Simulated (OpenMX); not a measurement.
Ge:

```xyz
2
Lattice="0.0000 2.8289 2.8289 2.8289 0.0000 2.8289 2.8289 2.8289 0.0000" Properties=species:S:1:pos:R:3 pbc="T T T"
Ge    4.2434    4.2434    4.2434
Ge    2.8289    2.8289    2.8289
```

Base run:

* Program: OpenMX 3.8.5
* Functional: PBE
* Potentials or basis: OpenMX 2013 PBE set, Ge7.0-s3p2d2, grid cutoff 300 Ry
* k mesh: 9 × 9 × 9
* Occupations: fermi-dirac, width 0.05 eV
* Spin: no spin polarisation

Its results: band gap on the k mesh 0.08 eV, direct; pressure 5.4 GPa.

Problem. After a change of settings the same cell gave: band gap on the k mesh none (metal or under the smearing width); pressure 6.2 GPa. Which change was it?
A. potentials or basis from OpenMX 2013 PBE set, Ge7.0-s3p2d2, grid cutoff 300 Ry to OpenMX 2013 PBE set, Ge7.0-s2p2d1, grid cutoff 420 Ry; k mesh from 9 × 9 × 9 to 7 × 7 × 7
B. functional from PBE to LDA; potentials or basis from OpenMX 2013 PBE set, Ge7.0-s3p2d2, grid cutoff 300 Ry to OpenMX 2013 LDA set, Ge7.0-s2p2d1, grid cutoff 300 Ry
C. potentials or basis from OpenMX 2013 PBE set, Ge7.0-s3p2d2, grid cutoff 300 Ry to OpenMX 2013 PBE set, Ge7.0-s3p2d2, grid cutoff 260 Ry

Solution. A.

Caveats: the basis of atomic orbitals isn't converged, which shifts pressures, moduli and gaps.

Not every run made on this cell is shown here.
